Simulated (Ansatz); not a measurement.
A (100) slab of SiC (F-43m (No. 216)), 11 planes, outer planes Si (top) and Si (bottom), with 11 atoms (Si6C5) in a surface cell of A = 9.591 Å², as cut from the bulk:

```
CELL_PARAMETERS angstrom
3.09694 0.00000 0.00000
0.00000 3.09694 0.00000
0.00000 0.00000 25.94932
ATOMIC_POSITIONS crystal
Si 0.50000 0.50000 0.28902
C 0.50000 0.00000 0.33122
Si 0.00000 0.00000 0.37341
C 0.00000 0.50000 0.41561
Si 0.50000 0.50000 0.45780
C 0.50000 0.00000 0.50000
Si 0.00000 0.00000 0.54220
C 0.00000 0.50000 0.58439
Si 0.50000 0.50000 0.62659
C 0.50000 0.00000 0.66878
Si 0.00000 0.00000 0.71098
```

Method: DFT PBE, scalar-relativistic, plane waves, PAW (Ansatz). Settings: cutoff 420 eV, Γ-centred mesh 9×9×1 on the computed 11-atom cell, Gaussian smearing of 0.05 eV; no spin polarisation. The cell repeats along c with a dipole correction in the vacuum.

The relaxed slab holds 5 formula units of SiC and 1 further Si. Against those formula units in the bulk and the further Si in its standard state it lies 3.199 eV higher. The formation energy of SiC from the standard states is -0.407 eV a formula unit (uncorrected, no zero-point or thermal terms).

Q: Over what range can the chemical potential of Si vary, and what is the surface energy at both ends?

A: In contact with the bulk, μ(Si) + μ(C) is fixed. With Δμ counted from the standard states, Δμ(Si) ≤ 0 keeps elemental Si from forming, and Δμ(C) ≤ 0 requires Δμ(Si) ≥ ΔH = -0.407 eV. Other compounds of Si and C can narrow this range. Then γ, the mean of both faces, = [3.199 eV − 1.00·Δμ(Si)]/(2A). At the Si-rich end (Δμ = 0): 3.199/(2 × 9.591) × 16.02 = 2.67 J/m². At the Si-poor end: (3.199 + 0.407)/(2 × 9.591) × 16.02 = 3.01 J/m².

Q: How does its energy depend on growth conditions?

A: It carries an excess of Si, so its energy falls by 0.84 J/m² for each eV that μ(Si) rises: Si-rich conditions lower it; whether it appears depends on the other terminations.